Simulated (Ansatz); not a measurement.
# Co (diamond type): how the settings move a single-point run

Aim: see which settings change the result for Co (diamond type), by how much, and at what cost.

Program: Ansatz 0.2.0. Level of theory: reference: DFT, LDA, all-electron PAW with datasets made for the crystal, scalar-relativistic. These are calculated values, not measurements.

**1. The structure to begin with**

The structure is cubic, space group Fd-3m (No. 227). The conventional cell has a = 3.532 Å, b = 3.532 Å, c = 3.532 Å, α = 90.00°, β = 90.00°, γ = 90.00°. Co (site symmetry -43m) has 4 Co at 1.53 Å in its first shell of neighbours.

Structure file:

```xyz
2
Lattice="0.0000 1.7660 1.7660 1.7660 0.0000 1.7660 1.7660 1.7660 0.0000" Properties=species:S:1:pos:R:3 pbc="T T T"
Co   -0.4415   -0.4415   -0.4415
Co    0.4415    0.4415    0.4415
```

**2. The reference run**

input.yaml reads:

```yaml
crystal:
  lattice:
    - [0.0, 1.7659611678, 1.7659611678]
    - [1.7659611678, 0.0, 1.7659611678]
    - [1.7659611678, 1.7659611678, 0.0]
  atoms:
    - { symbol: Co, position: [-0.125, -0.125, -0.125], spin: 1.7 }
    - { symbol: Co, position: [0.125, 0.125, 0.125], spin: 1.7 }
magnetization:
  spin_polarized: true
kpoints:
  mp_grid: { grid: [16, 16, 16] }
scf:
  occupations: { method: fermi_dirac, width: 0.1 }
hamiltonian:
  xc: lda
  pseudopotentials: { kind: all_electron, datasets: crystal }
output:
  forces: true
  stress: true
  eigenvalues: true
```

Started as:

```sh
> ansatz run input.yaml --threads 1 --pin off --max-ram 3072MiB --backend cpu --events-out ev --progress --plain --runs-dir out
```

From the output:

```text
[...]
Basis set: ecut = 1000 eV, 749 PW (Γ)
[...]
Magnetic group: BNS 227.128 (UNI 1630), of the structure as read, at distance tolerance 2.2e-5 Å
k-points: 145 of 4096
[...]
SCF iter   1: F=—  HF=-75679.579860 eV  |F-HF|=—  |Δ(HF+E_count)|=         —  Δρ=3.73e-3 (↑3.73e-3 ↓3.73e-3)  dr2=5.27e-4  dr2_m=8.42e-13  M=-0.000 μB ∫|m|=0.000 μB  β_m=0.30  ethr=1.55e-6  ⟨swp⟩=2.1  Hψ=61264  notcnv=0
preconditioner: auto → none  [metal: Δε(μ)=0.059 eV  Ē_g=17.933 eV  σ=0.100 eV  W_gap=0.14  n_scr=8 (ndim 8)  ℏωp=47.5 eV  f_vac=0.000  D(μ)=0.93/eV (n_scr^D=14)]
SCF iter   2: F=—  HF=-75679.573072 eV  |F-HF|=—  |Δ(HF+E_count)|=   6.79e-3  Δρ=2.69e-3 (↑2.69e-3 ↓2.69e-3)  dr2=3.31e-4  dr2_m=4.61e-13  M=-0.000 μB ∫|m|=0.000 μB  β_m=0.65  ethr=1.55e-6  ⟨swp⟩=3.0  Hψ=16610  notcnv=0
[...]
SCF iter   5: F=—  HF=-75679.567250 eV  |F-HF|=—  |Δ(HF+E_count)|=   9.62e-6  Δρ=1.54e-4 (↑1.54e-4 ↓1.54e-4)  dr2=5.69e-7  dr2_m=1.55e-15  M=0.000 μB ∫|m|=0.000 μB  β_m=0.71  ethr=6.80e-9  ⟨swp⟩=3.0  Hψ=14576  notcnv=0
SCF iter   6: F=-75679.567248 eV  HF=-75679.567248 eV  |F-HF|=1.40e-9  |Δ(HF+E_count)|=   2.11e-6  Δρ=8.09e-6 (↑8.09e-6 ↓8.09e-6)  dr2=2.07e-9  dr2_m=7.37e-17  M=-0.000 μB ∫|m|=0.000 μB  ethr=1.67e-9  ⟨swp⟩=3.0  Hψ=13494  notcnv=0
[...]
SCF converged after 6 iterations
Magnetization: -0.0000 μB (17.0000 up, 17.0000 down)
[...]
Free energy (F): -75679.567252 eV
[...]
E sigma→0 (E₀):  -75679.551266 eV
[...]
Fermi energy:    42.436506 eV
[...]
  P = ⅓ Tr σ = 1169.8732 GPa (11698.732 kbar)
[...]
```

Run time: 53 s. Hardware: 1 thread of AMD EPYC 9R45 (Zen 5), shared host; peak memory 1.3 GiB.

**3. Variant: occupations.method cold, mixing.algorithm anderson, mixing.beta 0.2, xc revpbe**

Edit input.yaml of step 2 so:

```diff
@@ -13,5 +13,6 @@
 scf:
-  occupations: { method: fermi_dirac, width: 0.1 }
+  occupations: { method: cold, width: 0.1 }
+  mixing: { algorithm: anderson, beta: 0.2 }
 hamiltonian:
-  xc: lda
+  xc: revpbe
   pseudopotentials: { kind: all_electron, datasets: crystal }
```

Started as:

```sh
> ansatz run input.yaml --threads 1 --pin off --max-ram 3072MiB --backend cpu --events-out ev --progress --plain --runs-dir out
```

The program printed (excerpt; [...] marks lines left out):

```text
[...]
Pseudopotentials: kind: all_electron
Pseudopotential: Co, paw, valence charge 17, recommended cutoff 1000 eV (normal), Koelling and Harmon's equation, gaussian nucleus
Functional definition: revPBE
[...]
a search for the magnetic state begins, with frozen cores and fixed partial waves. It gives no result and prints no iterations
the search for the magnetic state of this step took 16 SCF iterations with frozen cores. It stayed in its first state, in which the spheres begin
Crystal: 2 atoms, lattice volume = 11.015 Å³
Basis set: ecut = 1000 eV, 749 PW (Γ), exchange–correlation on 54×54×54 points (8 copies of the dense FFT grid, shifted against one another)
Bands: 23, of which v1, the nominal top of the filled ones, is band 17 counted from 1 (16 counted from 0)
Symmetry: 48 space group operations
Space group: Fd-3m (ITA 227), of the structure as read, at distance tolerance 2.2e-5 Å
Magnetic group: BNS 227.128 (UNI 1630), of the structure as read, at distance tolerance 2.2e-5 Å
k-points: 145 of 4096
[...]
Starting moments: Σ|m| = 3.4 μB on 2 of 2 sites; this step starts from the density that it was given
[...]
SCF iter   1: F=—  HF=-75809.715701 eV  |F-HF|=—  |Δ(HF+E_count)|=         —  Δρ=3.91e-3 (↑3.91e-3 ↓3.91e-3)  dr2=4.95e-4  dr2_m=1.49e-11  M=0.000 μB ∫|m|=0.000 μB  β_m=0.80  ethr=4.45e-6  ⟨swp⟩=6.2  Hψ=48288  notcnv=0
[...]
WARN: the starting moments were not kept: the SCF closed with an absolute magnetisation of 8.1e-8 μB, where they sum to 3.4 μB in size (2 sites). That is at most 0.1 of that sum. Measured as dr2_m measures the in/out step, that magnetisation stands 8.5e-15 eV from none, at or under the [...]
SCF converged after 7 iterations
Magnetization: 0.0000 μB (17.0000 up, 17.0000 down)
Absolute magnetization: 0.0000 μB (∫|ρ↑−ρ↓|)
Spin contamination: 0.0013 ħ² per cell (⟨S²⟩ above its minimum at these occupations)
Per-site moments (μB) at R_I (Å): [(3.4746172699198984e-8, 0.6308639837822989), (3.4746172525380716e-8, 0.6308639837822989)]
Free energy (F): -75809.717302 eV
[...]
E sigma→0 (E₀):  -75809.717713 eV
Entropy (-TS):   0.001233 eV (0.617 meV/atom)
Past the cutoff: the bands carry plane waves up to 1.75 times it, of which those up to 1.5 times it add -0.000167 eV an atom, each by itself; the spheres take 0.000189 eV an atom off the energy for waves past 1.75 times it
By the cutoff:   a pressure is off by up to 0.011 GPa (1.2 times the spheres' own share and the shells' term, over an atom's volume, and 0.004 GPa: a bound that held against runs at twice the plane waves)
Past the cutoffs: a stress includes 0.0040 GPa for waves and charges beyond them, in addition to the slope of what the spheres take
In the spheres:  the bands' charges fall short by 1.4e-7 e at most (sound up to 1e-3)
Fermi energy:    42.890697 eV
[...]
  The terms above E_closure are by the made datasets' own strengths, without shells solved beside the bands.
--- Forces (eV/Å), atoms counted from 1 ---
  atom   1  Co    -0.00000000     0.00000000     0.00000000
  atom   2  Co    -0.00000000     0.00000000    -0.00000000
[...]
--- Stress (GPa, compression-positive) ---
     1235.957616      -0.000000      -0.000000
        0.000000    1235.957616      -0.000000
       -0.000000       0.000000    1235.957616
  P = ⅓ Tr σ = 1235.9576 GPa (12359.576 kbar)
--- Band table (eV; the first three rows and the last of 290) ---
[... band rows left out ...]
[...]
```

It took 29 s on 1 thread of AMD EPYC 9R45 (Zen 5), shared host; peak memory 1.3 GiB.

Total energies don't compare across a change of functional; the pressure goes from 1169.9 to 1236.0 GPa. The smearing changed too. Cost: 7 SCF cycles against 6, 29 s against 53 s.

**4. Variant: mp_grid.grid [8, 8, 8], xc revpbe, xc_grid 4**

Edit input.yaml of step 2 so:

```diff
@@ -11,3 +11,3 @@
 kpoints:
-  mp_grid: { grid: [16, 16, 16] }
+  mp_grid: { grid: [8, 8, 8] }
 scf:
@@ -15,3 +15,3 @@
 hamiltonian:
-  xc: lda
+  xc: revpbe
   pseudopotentials: { kind: all_electron, datasets: crystal }
@@ -21 +21,3 @@
   eigenvalues: true
+basis:
+  xc_grid: 4
```

Started as:

```sh
> ansatz run input.yaml --threads 1 --pin off --max-ram 3072MiB --backend cpu --events-out ev --progress --plain --runs-dir out
```

The program printed (excerpt; [...] marks lines left out):

```text
[...]
Pseudopotentials: kind: all_electron
Pseudopotential: Co, paw, valence charge 17, recommended cutoff 1000 eV (normal), Koelling and Harmon's equation, gaussian nucleus
Functional definition: revPBE
[...]
a search for the magnetic state begins, with frozen cores and fixed partial waves. It gives no result and prints no iterations
the search for the magnetic state of this step took 9 SCF iterations with frozen cores. It stayed in its first state, in which the spheres begin
Crystal: 2 atoms, lattice volume = 11.015 Å³
Basis set: ecut = 1000 eV, 749 PW (Γ), exchange–correlation on 108×108×108 points (64 copies of the dense FFT grid, shifted against one another)
Bands: 23, of which v1, the nominal top of the filled ones, is band 17 counted from 1 (16 counted from 0)
Symmetry: 48 space group operations
Space group: Fd-3m (ITA 227), of the structure as read, at distance tolerance 2.2e-5 Å
Magnetic group: BNS 227.128 (UNI 1630), of the structure as read, at distance tolerance 2.2e-5 Å
k-points: 29 of 512
[...]
WARN: the starting moments were not kept: the SCF closed with an absolute magnetisation of 1.5e-8 μB, where they sum to 3.4 μB in size (2 sites). That is at most 0.1 of that sum. Measured as dr2_m measures the in/out step, that magnetisation stands 2.2e-16 eV from none, at or under the [...]
By the cutoff:   a pressure is off by up to 0.011 GPa (1.2 times the spheres' own share and the shells' term, over an atom's volume, and 0.004 GPa: a bound that held against runs at twice the plane waves)
Past the cutoffs: a stress includes 0.0040 GPa for waves and charges beyond them, in addition to the slope of what the spheres take
In the spheres:  the bands' charges fall short by 1.4e-7 e at most (sound up to 1e-3)
Fermi energy:    42.879839 eV
[...]
  The terms above E_closure are by the made datasets' own strengths, without shells solved beside the bands.
--- Forces (eV/Å), atoms counted from 1 ---
  atom   1  Co     0.00000000    -0.00000000     0.00000000
  atom   2  Co    -0.00000000     0.00000000    -0.00000000
[...]
--- Stress (GPa, compression-positive) ---
     1237.549664       0.000000      -0.000000
       -0.000000    1237.549664       0.000000
        0.000000       0.000000    1237.549664
  P = ⅓ Tr σ = 1237.5497 GPa (12375.497 kbar)
--- Band table (eV; the first three rows and the last of 58) ---
[... band rows left out ...]
[...]
```

Run time: 12 s. Hardware: 1 thread of AMD EPYC 9R45 (Zen 5), shared host; peak memory 0.79 GiB.

After a change of functional the difference of the totals has no physical meaning; the pressure goes from 1169.9 to 1237.5 GPa. The k-point mesh and numerical grids changed too. Cost: 12 s against 53 s.

**5. All runs together**

```
                                                                              run     ending   energy change  pressure (GPa)  gap (eV)  force (eV/Å)  cycles  time
                                                                        reference  converged               -          1169.9      0.00          0.00       6  53 s
1: occupations.method cold, mixing.algorithm anderson, mixing.beta 0.2, xc revpbe  converged  not comparable          1236.0      0.00          0.00       7  29 s
                                  2: mp_grid.grid [8, 8, 8], xc revpbe, xc_grid 4  converged  not comparable          1237.5      0.00          0.00       6  12 s
```

Residual by cycle in the longest SCF loop of each run; runs are numbered as in the table. The quantity is the density residual dr2, in eV.

```
cycle  reference    run 1    run 2
    1     5.3e-4   4.9e-4   5.0e-4
    2     3.3e-4   7.1e-4  0.00119
    3    0.00379  0.00118  0.00992
    4     2.3e-6   2.0e-5   8.4e-6
    5     5.7e-7   1.1e-5   1.5e-6
    6     2.1e-9   2.7e-7   1.7e-8
    7          -   8.2e-9        -
```

Of the variants the dearest is «occupations.method cold, mixing.algorithm anderson, mixing.beta 0.2, xc revpbe» (29 s), the cheapest «mp_grid.grid [8, 8, 8], xc revpbe, xc_grid 4» (12 s), on a shared host. The structure is not at rest: the sound run finds 1170 GPa, so these are no properties of the relaxed crystal. 
